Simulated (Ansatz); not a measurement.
# AlN at 50 GPa: from Born charge to LO–TO splitting and polaron coupling

Theory: Ansatz 0.2.0, DFT PBE, scalar-relativistic, plane waves, PAW. Cutoff 420 eV, 10×10×10 k-points (Γ-centred), fixed occupations. No spin polarisation. Phonons by linear response, acoustic sum rule imposed.

The cell, relaxed at 50 GPa:
```
CELL_PARAMETERS angstrom
0.00000 2.07167 2.07167
2.07167 0.00000 2.07167
2.07167 2.07167 0.00000
ATOMIC_POSITIONS crystal
Al 0.00000 0.00000 0.00000
N 0.75000 0.75000 0.75000
```

Other phases may be more stable at this pressure.

Linear response gives ν_TO = 816.0 cm⁻¹, Born charges ±2.528 e (positive on Al) and ε∞ = 4.362. The primitive cell holds 17.782 Å³, and the masses are 26.982 and 14.007 amu.

**Question.** Find ν_LO and the static dielectric constant.

**Answer.** The long-wave field adds a restoring force: ω_LO² − ω_TO² = Z*²e²/(ε_vac ε∞ μV). In these units ν_LO² − ν_TO² = 4.92064×10⁷ Z*²/(μ V ε∞) cm⁻², with μ = m₁m₂/(m₁ + m₂) = 9.220 amu: 439524 cm⁻². So ν_LO = √(816.0² + 439524) = 1051.4 cm⁻¹, and the run gives 1051.4. Lyddane–Sachs–Teller then gives ε0 = ε∞ (ν_LO/ν_TO)² = 7.24, against 7.24 in the run (it forms both from the same three quantities, so the match checks the arithmetic only). Between ν_TO and ν_LO the dielectric function is negative and an undamped crystal reflects fully: a reststrahlen band from 9.5 to 12.3 μm.

**Question.** What do the Clausius–Mossotti polarisability and the Szigeti charge come to?

**Answer.** With the Lorentz local field, α = (3V/4π)(ε∞ − 1)/(ε∞ + 2) = 2.24 Å³ for the pair, and e_S = 3Z*/(ε∞ + 2) = 1.19 e. The Born charge includes the electrons' response to the dipole's own local field, and e_S takes that enhancement out. The Lorentz field assumes point-like polarisable ions, a poor picture once ε∞ is this large, since the electron clouds then overlap or are shared, so both numbers are formal here.

**Question.** How strongly does a slow electron couple to the LO mode?

**Answer.** For one isotropic parabolic band, Fröhlich's constant is α_F = (1/ε∞ − 1/ε0) √(m* Ry/ħω_LO), with Ry = 13.606 eV, ħω_LO = 130.4 meV and m* in free-electron masses: α_F = 0.0911 × 10.22 × √m* = 0.93 √m*. The band mass isn't part of this run; for m* = 0.1, 0.3 and 1 it gives 0.29, 0.51, 0.93. In weak coupling the polaron lies α_F ħω_LO below the band edge (66 meV at m* = 0.3) with a mass m*(1 + α_F/6); past α_F of about 5 or 6 that expansion fails. A semilocal functional's ε∞ tends to be too large, which taken alone lowers α_F.

This zinc-blende form isn't the usual stable structure of the compound at low pressure.

Cost: 1 run of about 0.15 core-minutes, on AMD EPYC 9R45 (Zen 5) (shared hosts).